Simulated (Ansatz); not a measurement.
## Clamped-ion strain scan in Sn

The calculation used Ansatz, DFT LDA, scalar-relativistic, plane waves, PAW. Settings: plane waves to 420 eV, k-mesh 20×20×20 (Γ-centred), Gaussian smearing 0.15 eV. No spin polarisation. Energies are free energies at this smearing, counted from the undisturbed cell; pressure is positive in compression.

Zero of the scan (as given, not relaxed at this level; it stands at -4.8 GPa; this form isn't the usual structure):

```
Sn
1.0
    -1.72654    1.77555    2.33834
     1.72654   -1.77555    2.33834
     1.72654    1.77555   -2.33834
Sn
1
Direct
  0.00000 0.00000 0.00000
```

The cell is strained by ε times the Voigt pattern (0, 0, 0, 0, 1, 0) (xx, yy, zz, yz, xz, xy; engineering shear) with fractional coordinates fixed. The cell is metallic on the mesh throughout.

| ε | ΔE (meV/atom) |
| --- | --- |
| -0.1500 | 19.0 |
| -0.0750 | 4.3 |
| 0.0000 | 0.0 |
| 0.0187 | 0.3 |
| 0.0375 | 1.1 |
| 0.0562 | 2.5 |
| 0.0937 | 6.8 |
| 0.1125 | 10.1 |
| 0.1312 | 14.2 |

Question: Predict the stress summed along the pattern (GPa, tension positive) at each point.

Answer:
```tsv
ε	stress summed along the pattern (GPa, tension positive)
-0.1500	-1.84
-0.0750	-0.82
0.0000	0.00
0.0187	0.21
0.0375	0.41
0.0562	0.60
0.0937	1.05
0.1125	1.33
0.1312	1.62
```

Cost: 9 runs of about 2.5 core-minutes in all, on Intel Xeon 6975P-C (Granite Rapids) (shared hosts).